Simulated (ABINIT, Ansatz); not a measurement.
This is a calculation of Hf (Hafnium) for ABINIT 10.8.3 (patched build). Atoms were shifted at random by some hundredths of an Å from the given cell, which wasn't relaxed again for these runs. 

Contents of run.abi:

```
# Pseudopotentials
pp_dirpath "./"
pseudos "Hf.GGA_PBE-JTH.xml"

# Structure
acell 3*1.0
rprim
     6.0408875026     0.0000000000     0.0000000000
    -3.0204437513     5.2315620387     0.0000000000
     0.0000000000     0.0000000000     9.5578567931
ntypat 1
znucl 72
natom 2
typat 1 1
xred
     0.6707990000     0.3463000000     0.7545060000
     0.3256540000     0.6728700000     0.2466750000
chkprim 0
chksymtnons 0
tolsym 1.0e-6

# Plane-wave basis
ecut 19.0
pawecutdg 38.0

# k points
kptopt 1
ngkpt 10 10 5
nshiftk 1
shiftk 0.0 0.0 0.0

# Exchange and correlation
ixc 11

# Bands and occupations
nband 16
occopt 3
tsmear 0.00183747

# SCF cycle
nstep 100
tolvrs 1.0e-9

# Output
iomode 3
prtwf 0
prteig 0
prtebands 0
prtden 1
prtvha 1
prtvclmb 1
prtpot 1
```

Potentials or basis: JTH PAW PBE v2.0.

Run with:

```sh
$ abinit run.abi > log 2>&1
```

Translate it to Ansatz 0.2.0. Potentials or basis there: Ansatz PAW, cutoff 420 eV.

As run (cutoffs and basis follow the program's own potentials, and thresholds, step limits or extra output files can differ):

Contents of input.yaml:

```yaml
crystal:
  lattice:
    - [3.1967, 0.0, 0.0]
    - [-1.59835, 2.7684234083, 0.0]
    - [0.0, 0.0, 5.0578]
  atoms:
    - { symbol: Hf, position: [0.670799, 0.3463, 0.754506] }
    - { symbol: Hf, position: [0.325654, 0.67287, 0.246675] }
hamiltonian:
  xc: pbe
  pseudopotentials: { kind: paw }
kpoints:
  mp_grid: { grid: [10, 10, 5] }
scf:
  occupations: { method: fermi_dirac, width: 0.05 }
output:
  forces: true
  stress: true
  eigenvalues: true
```

Potentials or basis: Ansatz PAW.

Launch:

```sh
$ ansatz run input.yaml --threads 1 --pin off --max-ram 3584MiB --backend cpu --events-out ev --progress --plain --runs-dir out
```

Both were run:

|  | ABINIT | Ansatz |
| --- | --- | --- |
| Pressure | 0.6 GPa | 0.7 GPa |
| Largest force | 0.165 eV/Å | 0.166 eV/Å |
| Energy over the undisturbed cell | 2.1 meV/atom | 2.1 meV/atom |

Ansatz's pressure holds a Pulay term of +0.05 GPa for its cutoff of 420 eV, which the other run lacks.

The potentials hold 24 and 52 valence electrons a cell.

Where Ansatz's input types no cutoff or centring, it takes its own default and a Γ-centred mesh.

Pressure is positive in compression.
